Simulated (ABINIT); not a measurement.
# Pb (Fm-3m) in ABINIT: equation of state with r2SCAN

Aim: the equation of state of Pb with r2SCAN.

Everything below comes from runs of ABINIT 10.8.3 (patched build). Logs are shortened: lines on timing, memory, paths and dates and some standing lists are left out, and cuts for length are marked. The log counts tension as positive stress, the text compression.

**1. The crystal as given**

The structure is cubic, space group Fm-3m (No. 225). Conventional cell: a = 4.950 Å, b = 4.950 Å, c = 4.950 Å, α = 90.00°, β = 90.00°, γ = 90.00°. Around Pb (site symmetry m-3m) lie 12 Pb at 3.50 Å.

**2. Equation of state, r2SCAN**

Contents of run.abi:

```
ndtset 7
getwfk -1
scalecart1 3*0.9795861087
scalecart2 3*0.9864848297
scalecart3 3*0.9932883884
scalecart4 3*1.0000000000
scalecart5 3*1.0066227096
scalecart6 3*1.0131594038
scalecart7 3*1.0196128224

pp_dirpath "./"
pseudos "Pb.GGA_PBE-JTH.xml"

acell 3*1.0 Angstrom
rprim
     0.0000000000     2.4750200000     2.4750200000
     2.4750200000     0.0000000000     2.4750200000
     2.4750200000     2.4750200000     0.0000000000
ntypat 1
znucl 82
natom 1
typat 1
xred
     0.0000000000     0.0000000000     0.0000000000

ecut 26.0
pawecutdg 48.0

kptopt 1
ngkpt 9 9 9
nshiftk 1
shiftk 0.0 0.0 0.0

ixc -497498
usekden 1
pawxcdev 0

nband 11
occopt 3
tsmear 0.05 eV

nstep 100
tolvrs 1.0e-7

iomode 3
prtwf 1
prtden 0
prteig 0
prtebands 0
enunit 1
```

Potentials or basis: JTH PAW PBE v2.0.

The run is started by

```
abinit run.abi > log 2>&1
```

run.abo:

```text
.Version 10.8.3 of ABINIT
 DATASET    1 : space group Fm -3 m (#225); Bravais cF (face-center cubic)
================================================================================
 Values of the parameters that define the memory need for DATASET  1.
     intxc =       0    ionmov =       0      iscf =      17    lmnmax =      18
     lnmax =       6     mgfft =      30  mpssoang =       3    mqgrid =    3001
     natom =       1  nloc_mem =       2    nspden =       1   nspinor =       1
    nsppol =       1      nsym =      48    n1xccc =       1    ntypat =       1
    occopt =       3   xclevel =       2
       mpw =        1236          nfft =       27000          nkpt =          35
 PAW method is used; the additional fine FFT grid is defined by:
   mgfftf=        45    nfftf =     91125
================================================================================
================================================================================
[... 71 lines left out ...]
 DATASET    7 : space group Fm -3 m (#225); Bravais cF (face-center cubic)
================================================================================
 Values of the parameters that define the memory need for DATASET  7.
     intxc =       0    ionmov =       0      iscf =      17    lmnmax =      18
     lnmax =       6     mgfft =      32  mpssoang =       3    mqgrid =    3001
     natom =       1  nloc_mem =       2    nspden =       1   nspinor =       1
    nsppol =       1      nsym =      48    n1xccc =       1    ntypat =       1
    occopt =       3   xclevel =       2
       mpw =        1387          nfft =       32768          nkpt =          35
 PAW method is used; the additional fine FFT grid is defined by:
   mgfftf=        45    nfftf =     91125
================================================================================
================================================================================

--------------------------------------------------------------------------------
------------- Echo of variables that govern the present computation ------------
--------------------------------------------------------------------------------
 -outvars: echo values of preprocessed input variables --------
            acell      1.8897261259E+00  1.8897261259E+00  1.8897261259E+00 Bohr
              amu      2.07200000E+02
             ecut      2.60000000E+01 Hartree
           enunit           1
           getwfk          -1
              ixc     -497498
           jdtset        1    2    3    4    5    6    7
         kptrlatt        9    0    0      0    9    0      0    0    9
          kptrlen1     5.83146543E+01
          kptrlen2     5.87253344E+01
          kptrlen3     5.91303495E+01
          kptrlen4     5.95298910E+01
          kptrlen5     5.99241402E+01
          kptrlen6     6.03132689E+01
          kptrlen7     6.06974402E+01
            natom           1
            nband          11
           ndtset           7
            ngfft1         30      30      30
            ngfft2         30      30      30
[... 40 lines left out ...]
           tsmear      1.83746611E-03 Hartree
            typat      1
          usekden           1
           useylm           1
            znucl       82.00000

================================================================================

 chkinp: Checking input parameters for consistency, jdtset=   1.

 chkinp: Checking input parameters for consistency, jdtset=   2.
[... 36 lines left out ...]
 getcut: wavevector=  0.0000  0.0000  0.0000  ngfft=  45  45  45
         ecut(hartree)=     48.000   => boxcut(ratio)=   2.17737

--- Pseudopotential description ------------------------------------------------
- pspini: atom type   1  psp file is ./Pb.GGA_PBE-JTH.xml
 Pseudopotential format is: paw10
 basis_size (lnmax)=  6 (lmn_size= 18), orbitals=   0   0   1   1   2   2
 Spheres core radius: rc_sph= 2.40264019
 Shapefunction is BESSEL type: shapef(r,l)=aa(1,l)*jl(q(1,l)*r)+aa(2,l)*jl(q(2,l)*r)
 Radius for shape functions =  2.00872932
 Compensation charge density is not taken into account in XC energy/potential

   3.29629720E+02                                ecore*ucvol(ha*bohr**3)
--------------------------------------------------------------------------------

================================================================================

--- !BeginCycle
iteration_state: {dtset: 1, }
solver: {iscf: 17, nstep: 100, nline: 4, wfoptalg: 10, }
tolerances: {tolvrs: 1.00E-07, }
...
[... 1196 lines left out ...]
-Cartesian components of stress tensor (GPa)         [Pressure= -1.6971E+00 GPa]
- sigma(1 1)=  1.69708777E+00  sigma(3 2)=  0.00000000E+00
- sigma(2 2)=  1.69708777E+00  sigma(3 1)=  0.00000000E+00
- sigma(3 3)=  1.69708777E+00  sigma(2 1)=  0.00000000E+00

== END DATASET(S) ==============================================================
================================================================================

 -outvars: echo values of variables after computation  --------
            acell      1.8897261259E+00  1.8897261259E+00  1.8897261259E+00 Bohr
           etotal1    -8.6925345490E+00
           etotal2    -8.6931455860E+00
           etotal3    -8.6935724151E+00
           etotal4    -8.6938362121E+00
           etotal5    -8.6939528045E+00
           etotal6    -8.6939454754E+00
           etotal7    -8.6938234771E+00
            fcart1    -0.0000000000E+00 -0.0000000000E+00 -0.0000000000E+00
            fcart2    -0.0000000000E+00 -0.0000000000E+00 -0.0000000000E+00
            fcart3    -0.0000000000E+00 -0.0000000000E+00 -0.0000000000E+00
            fcart4    -0.0000000000E+00 -0.0000000000E+00 -0.0000000000E+00
            fcart5    -0.0000000000E+00 -0.0000000000E+00 -0.0000000000E+00
            fcart6    -0.0000000000E+00 -0.0000000000E+00 -0.0000000000E+00
            fcart7    -0.0000000000E+00 -0.0000000000E+00 -0.0000000000E+00
            rprim1     0.0000000000E+00  2.4244952108E+00  2.4244952108E+00
                       2.4244952108E+00  0.0000000000E+00  2.4244952108E+00
                       2.4244952108E+00  2.4244952108E+00  0.0000000000E+00
[... 17 lines left out ...]
                       2.5235621277E+00  2.5235621277E+00  0.0000000000E+00
           strten1    -1.5588563597E-04 -1.5588563597E-04 -1.5588563597E-04
                       0.0000000000E+00  0.0000000000E+00  0.0000000000E+00
           strten2    -1.0885637165E-04 -1.0885637165E-04 -1.0885637165E-04
                       0.0000000000E+00  0.0000000000E+00  0.0000000000E+00
           strten3    -6.6945550792E-05 -6.6945550792E-05 -6.6945550792E-05
                       0.0000000000E+00  0.0000000000E+00  0.0000000000E+00
           strten4    -2.9612358535E-05 -2.9612358535E-05 -2.9612358535E-05
                       0.0000000000E+00  0.0000000000E+00  0.0000000000E+00
           strten5     3.3016642662E-06  3.3016642662E-06  3.3016642662E-06
                       0.0000000000E+00  0.0000000000E+00  0.0000000000E+00
           strten6     3.2144095954E-05  3.2144095954E-05  3.2144095954E-05
                       0.0000000000E+00  0.0000000000E+00  0.0000000000E+00
           strten7     5.7682840822E-05  5.7682840822E-05  5.7682840822E-05
                       0.0000000000E+00  0.0000000000E+00  0.0000000000E+00
 Calculation completed.
```

Run time: 5.7 min. Hardware: 1 thread of Arm Neoverse V2, shared host; peak memory 0.17 GiB.

Results:

* Equilibrium volume: 31.18 Å³/atom
* Bulk modulus: 45 GPa
* Pressure derivative of the bulk modulus: 5.4

Energy against volume, from the lowest point:
| volume (Å³/atom) | energy (meV/atom) |
| --- | --- |
| 28.503 | 38.59 |
| 29.110 | 21.97 |
| 29.716 | 10.35 |
| 30.323 | 3.17 |
| 30.929 | 0.00 |
| 31.535 | 0.20 |
| 32.142 | 3.52 |

Caveat: pressures at fixed basis lie under the slope of the energies; the PAW data sets were made with another functional, which shifts forces and pressure a little. Spin-orbit coupling is left out, which matters for the levels of Pb.

**3. The reference run**

An earlier run on the cell as given: functional PBEsol; potentials or basis PseudoDojo NC SR PBEsol v0.4.1 standard; cutoff 762 eV; k mesh 9 × 9 × 9; occupations fermi-dirac, width 0.05 eV; no spin polarisation.

- Pressure: -0.6 GPa
- Band gap on the k mesh: none (metal or under the smearing width)
- Valence electrons inside the program's atomic spheres: Pb 10.08 (radii [1.0584] Å)

**4. Against experiment**

Step 2. The cell as given is a measured one (30.32 Å³/atom); r2SCAN puts the equilibrium volume +2.8 % from it, thermal expansion not counted.
